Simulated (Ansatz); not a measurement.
# CdSe (Cadmoselite): the cost of one run

Program: Ansatz 0.2.0. Level of theory: DFT, PBEsol, plane-wave PAW, default files, scalar-relativistic. These are calculated values, not measurements.

**1. The starting structure**

The structure is hexagonal, space group P6_3mc (No. 186). The conventional cell has a = 4.299 Å, b = 4.299 Å, c = 7.010 Å, α = 90.00°, β = 90.00°, γ = 120.00°. Cd (site symmetry 3m) is surrounded by 4 Se at 2.63 to 2.64 Å. Around Se (site symmetry 3m) lie 4 Cd at 2.63 to 2.64 Å.

Coordinates:

```
CELL_PARAMETERS angstrom
4.29900 0.00000 0.00000
-2.14950 3.72304 0.00000
0.00000 0.00000 7.01000
ATOMIC_POSITIONS crystal
Cd 0.33333 0.66667 0.00000
Cd 0.66667 0.33333 0.50000
Se 0.33333 0.66667 0.37679
Se 0.66667 0.33333 0.87679
```

The earlier run gave: gap on the mesh 0.68 eV, largest force 0.033 eV/Å, pressure 3.0 GPa.

Like atoms gathered into sites:

```tsv
site	atoms	first shell	V_zz (10²¹ V/m²)	η	C_Q (MHz)
Cd	1, 2	4 Se at 2.63–2.64 Å	0.46	0.00	–
Se	3, 4	4 Cd at 2.63–2.64 Å	-0.036	0.00	–
```

V_zz is the principal component of the electric field gradient with the largest magnitude, η = (V_xx − V_yy)/V_zz and C_Q = eQV_zz/h. Quadrupole moments are those of Pyykkö's year-2017 table. A dash under C_Q marks elements without a common quadrupolar isotope.

**2. Functional PBEsol at the relaxed positions**

File input.yaml:

```yaml
crystal:
  lattice:
    - [4.299, 0.0, 0.0]
    - [-2.1495, 3.7230432109, 0.0]
    - [0.0, 0.0, 7.01]
  atoms:
    - { symbol: Cd, position: [0.3333333333, 0.6666666667, 0.0004794859] }
    - { symbol: Cd, position: [0.6666666667, 0.3333333333, 0.5004794859] }
    - { symbol: Se, position: [0.3333333333, 0.6666666667, 0.3763105141] }
    - { symbol: Se, position: [0.6666666667, 0.3333333333, 0.8763105141] }
kpoints:
  mp_grid: { grid: [12, 12, 6] }
scf:
  occupations: { method: fermi_dirac, width: 0.02 }
hamiltonian:
  xc: pbesol
  pseudopotentials: { kind: paw }
output:
  forces: true
  stress: true
  populations: true
  efg: { contact_densities: true }
  write_density: true
  write_potential: true
  elf: true
  volumetric_format: npy
```

Started as:

```
$ ansatz run input.yaml --threads 1 --pin off --max-ram 3072MiB --backend cpu --events-out ev --progress --plain --runs-dir out
```

What time and memory should one allow on 1 thread of Intel Xeon Platinum 8375C at 2.90GHz (Ice Lake), shared host?

About 32 s, with a peak of 0.6 GiB.
